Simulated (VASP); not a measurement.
# MgS (F-43m) in VASP: notebook

The runs below take MgS through optical spectrum, electric field gradients, band structure, core levels, with BLYP+D4, r2SCAN0, TB-mBJ, PW91+D4.

Program: VASP 6.6.1. These are calculated values, not measurements. Logs are shortened: lines on timing, memory, paths and dates and some standing lists are left out, and cuts for length are marked.

### Step 1. The structure

Symmetry: F-43m, No. 216, cubic system. The conventional cell has a = 5.666 Å, b = 5.666 Å, c = 5.666 Å, α = 90.00°, β = 90.00°, γ = 90.00°. Around S (site symmetry -43m) lie 4 Mg at 2.45 Å. Mg (site symmetry -43m) is surrounded by 4 S at 2.45 Å.

The cell comes from a database or a generator and needn't be the stable form of this composition.

### Step 2. Optical spectrum, BLYP+D4

Contents of INCAR:

```
  PREC = Normal
  ENCUT = 520
  EDIFF = 1E-6
  ISMEAR = 0
  SIGMA = 0.1
  LREAL = False
  LASPH = True
  NELM = 100
  ALGO = Normal
  ISIF = 2
  LWAVE = False
  LCHARG = False
  GGA = B5
  ALDAX = 1.0
  AGGAX = 1.0
  AGGAC = 1.0
  ALDAC = 0.0
  IVDW = 13
  VDW_S6 = 1.0
  VDW_S8 = 2.34076671
  VDW_A1 = 0.44488865
  VDW_A2 = 4.0933009
  LOPTICS = True
  NBANDS = 52
  NEDOS = 1000
  CSHIFT = 0.1
  ISYM = 1
```

Contents of KPOINTS:

```
Automatic mesh
0
Gamma
  8 8 8
```

Contents of POSCAR:

```
MgS
1.0
    0.0000000000      2.8331200468      2.8331200468
    2.8331200468      0.0000000000      2.8331200468
    2.8331200468      2.8331200468      0.0000000000
S Mg
1 1
Cartesian
    1.4165600234      1.4165600234      1.4165600234
    0.0000000000      0.0000000000      0.0000000000
```

Potentials or basis: VASP PAW PBE potentials, release 54 (S, Mg).

Run with:

```bash
> cat potpaw_PBE.54/S/POTCAR potpaw_PBE.54/Mg/POTCAR > POTCAR
> mpirun -np 1 vasp_std > vasp.out
```

OUTCAR:

```text
PREC = Normal
   ENCUT = 520
   EDIFF = 1E-6
   ISMEAR = 0
   LREAL = False
   LASPH = True
   NELM = 100
   ISIF = 2
   GGA = B5
   IVDW = 13
   ISYM = 1

 ion  position               nearest neighbor table
   1  0.250  0.250  0.250-   2 2.45   2 2.45   2 2.45   2 2.45
   2  0.000  0.000  0.000-   1 2.45   1 2.45   1 2.45   1 2.45

  LATTYP: Found a face centered cubic cell.
 ALAT       =     5.6662400936

  Lattice vectors:

 A1 = (   0.0000000000,   2.8331200468,   2.8331200468)
 A2 = (   2.8331200468,   0.0000000000,   2.8331200468)
 A3 = (   2.8331200468,   2.8331200468,   0.0000000000)

Analysis of symmetry for initial positions (statically):
=====================================================================
 Subroutine PRICEL returns:
 Original cell was already a primitive cell.

 Routine SETGRP: Setting up the symmetry group for a
 face centered cubic supercell.

 Subroutine GETGRP returns: Found 24 space group operations
 (whereof 24 operations were pure point group operations)
 out of a pool of 48 trial point group operations.

The static configuration has the point symmetry T_d .

Analysis of symmetry for dynamics (positions and initial velocities):
=====================================================================
[... 730 lines left out ...]
  --------------------------------------------------------------------------------------
  -------------------------------------------------------------------------------------
  Total      -0.39052    -0.39052    -0.39052     0.00000     0.00000     0.00000
  in kB     -13.75707   -13.75707   -13.75707     0.00000     0.00000     0.00000
  external pressure =      -13.76 kB  Pullay stress =        0.00 kB

 VOLUME and BASIS-vectors are now :
 -----------------------------------------------------------------------------
  energy-cutoff  :      520.00
  volume of cell :       45.48
      direct lattice vectors                 reciprocal lattice vectors
     0.000000000  2.833120047  2.833120047    -0.176483874  0.176483874  0.176483874
     2.833120047  0.000000000  2.833120047     0.176483874 -0.176483874  0.176483874
     2.833120047  2.833120047  0.000000000     0.176483874  0.176483874 -0.176483874

 POSITION                                       TOTAL-FORCE (eV/Angst)
 -----------------------------------------------------------------------------------
      1.41656      1.41656      1.41656         0.000000      0.000000      0.000000
      0.00000      0.00000      0.00000        -0.000000     -0.000000     -0.000000
 -----------------------------------------------------------------------------------
    total drift:                               -0.000001     -0.000001     -0.000001

  FREE ENERGIE OF THE ION-ELECTRON SYSTEM (eV)
  ---------------------------------------------------
  free  energy   TOTEN  =        -8.5208201051 eV

  energy  without entropy=       -8.5208201051  energy(sigma->0) =       -8.52082011

 electrical conductivity sigma (Mega S m-1) (frequency dependency in vasprun.xml)
  --------------------------------------------------------------------------------------
       0.000       0.000      -0.000
       0.000       0.000       0.000
       0.000       0.000       0.000

  frequency dependent IMAGINARY DIELECTRIC FUNCTION (independent particle, no local field effects) density-density
     E(ev)      X         Y         Z        XY        YZ        ZX
  --------------------------------------------------------------------------------------------------------------
     0.00000     0.00000     0.00000     0.00000     0.00000     0.00000     0.00000
     0.79271     0.01199     0.01199     0.01199    -0.00000    -0.00000    -0.00000
     1.58541     0.02691     0.02691     0.02691    -0.00000    -0.00000    -0.00000
     2.37812     0.05074     0.05074     0.05074    -0.00000    -0.00000    -0.00000
     3.17082     0.12078     0.12078     0.12078    -0.00000    -0.00000    -0.00000
     3.96353     0.39216     0.39216     0.39216    -0.00000     0.00000    -0.00000
[... 92 lines left out ...]
    77.68509     0.00010     0.00010     0.00010    -0.00000     0.00000    -0.00000
    78.47780     0.00010     0.00010     0.00010    -0.00000     0.00000    -0.00000

  frequency dependent      REAL DIELECTRIC FUNCTION (independent particle, no local field effects) density-density
     E(ev)        X           Y           Z          XY          YZ          ZX
  --------------------------------------------------------------------------------------------------------------
     0.00000     4.33513     4.33513     4.33513    -0.00000    -0.00000    -0.00000
     0.79271     4.38178     4.38178     4.38178    -0.00000    -0.00000    -0.00000
     1.58541     4.53255     4.53255     4.53255    -0.00000    -0.00000    -0.00000
     2.37812     4.83003     4.83003     4.83003    -0.00000    -0.00000    -0.00000
     3.17082     5.42625     5.42625     5.42625    -0.00000    -0.00000    -0.00000
     3.96353     6.45753     6.45753     6.45753    -0.00000    -0.00000    -0.00000
[... 92 lines left out ...]
    77.68509     0.96241     0.96241     0.96241     0.00000     0.00000     0.00000
    78.47780     0.96320     0.96320     0.96320     0.00000     0.00000     0.00000

  frequency dependent IMAGINARY DIELECTRIC FUNCTION (independent particle, no local field effects) current-current
     E(ev)      X         Y         Z        XY        YZ        ZX
  --------------------------------------------------------------------------------------------------------------
     0.00000     8.42012     8.42012     8.42012     0.00000    -0.00000    -0.00000
     0.79271     0.86557     0.86557     0.86557     0.00000    -0.00000    -0.00000
     1.58541     0.47277     0.47277     0.47277     0.00000    -0.00000    -0.00000
     2.37812     0.37310     0.37310     0.37310     0.00000    -0.00000    -0.00000
     3.17082     0.40085     0.40085     0.40085     0.00000    -0.00000    -0.00000
     3.96353     0.67114     0.67114     0.67114     0.00000    -0.00000    -0.00000
[... 92 lines left out ...]
    77.68509     0.00000     0.00000     0.00000     0.00000     0.00000    -0.00000
    78.47780     0.00000     0.00000     0.00000     0.00000     0.00000    -0.00000

  frequency dependent      REAL DIELECTRIC FUNCTION (independent particle, no local field effects) current-current
     E(ev)        X           Y           Z          XY          YZ          ZX
  --------------------------------------------------------------------------------------------------------------
     0.00000     4.33395     4.33395     4.33395     0.00000     0.00000    -0.00000
     0.79271     4.38008     4.38008     4.38008     0.00000     0.00000    -0.00000
     1.58541     4.53067     4.53067     4.53067     0.00000     0.00000    -0.00000
     2.37812     4.82772     4.82772     4.82772     0.00000     0.00000    -0.00000
     3.17082     5.42218     5.42218     5.42218     0.00000     0.00000    -0.00000
     3.96353     6.44636     6.44636     6.44636     0.00000     0.00000    -0.00000
[... 92 lines left out ...]
    77.68509     0.96241     0.96241     0.96241    -0.00000    -0.00000     0.00000
    78.47780     0.96321     0.96321     0.96321    -0.00000    -0.00000     0.00000
```

stdout:

```text
POSCAR found type information on POSCAR S Mg
 POSCAR found :  2 types and       2 ions
 scaLAPACK will be used
 -----------------------------------------------------------------------------
|                                                                             |
|                                                                             |
|     You enforced a specific xc type in the INCAR file but a different       |
|     I HOPE YOU KNOW WHAT YOU ARE DOING!                                     |
|                                                                             |
 -----------------------------------------------------------------------------

 LDA part: xc-table for (Slater(with rela. corr.)+VWN5), standard interpolation
 POSCAR, INCAR and KPOINTS ok, starting setup
 FFT: planning ... GRIDC
 FFT: planning ... GRID_SOFT
 FFT: planning ... GRID
 WAVECAR not read
 entering main loop
 optical routines
 imaginary and real dielectric function
 recalculating local potential from charge density
 direction            1
 direction            2
 direction            3
```

Run time: 35 s. Hardware: 1 thread of Intel Xeon Platinum 8488C (Sapphire Rapids), shared host; peak memory 0.18 GiB.

Results:

```yaml
Free_energy: -8.5208 eV
Pressure: -1.4 GPa
Band_gap_on_the_k_mesh: 3.59 eV, direct
Dispersion_energy_per_atom: -0.417 eV
```

Dielectric function (mean over the directions given):
| energy (eV) | real part | imaginary part |
| --- | --- | --- |
| 0.32 | 4.34 | 0.00 |
| 1.35 | 4.47 | 0.02 |
| 2.38 | 4.83 | 0.05 |
| 3.41 | 5.75 | 0.26 |
| 4.44 | 6.49 | 1.20 |
| 5.47 | 8.57 | 6.44 |
| 6.50 | 1.74 | 6.44 |
| 7.53 | 0.41 | 8.37 |
| 8.56 | -2.17 | 6.48 |
| 9.59 | -1.63 | 3.85 |
| 10.62 | -2.30 | 2.08 |
| 11.65 | -1.21 | 1.27 |
| 12.68 | -0.65 | 0.69 |
| 13.71 | -0.43 | 0.55 |
| 14.74 | -0.24 | 0.49 |
| 15.77 | -0.01 | 0.45 |
| 16.81 | -0.05 | 0.46 |
| 17.84 | 0.11 | 0.35 |
| 18.87 | 0.27 | 0.22 |
| 19.98 | 0.35 | 0.17 |

Caveat: spectra need much finer meshes, so this one isn't converged; these spectra lack excitons; the PAW data sets were made with another functional, which shifts forces and pressure a little. Expect the measured gap to be larger: semilocal functionals such as BLYP lack the derivative discontinuity.

(Continued in part 2 of 2.)
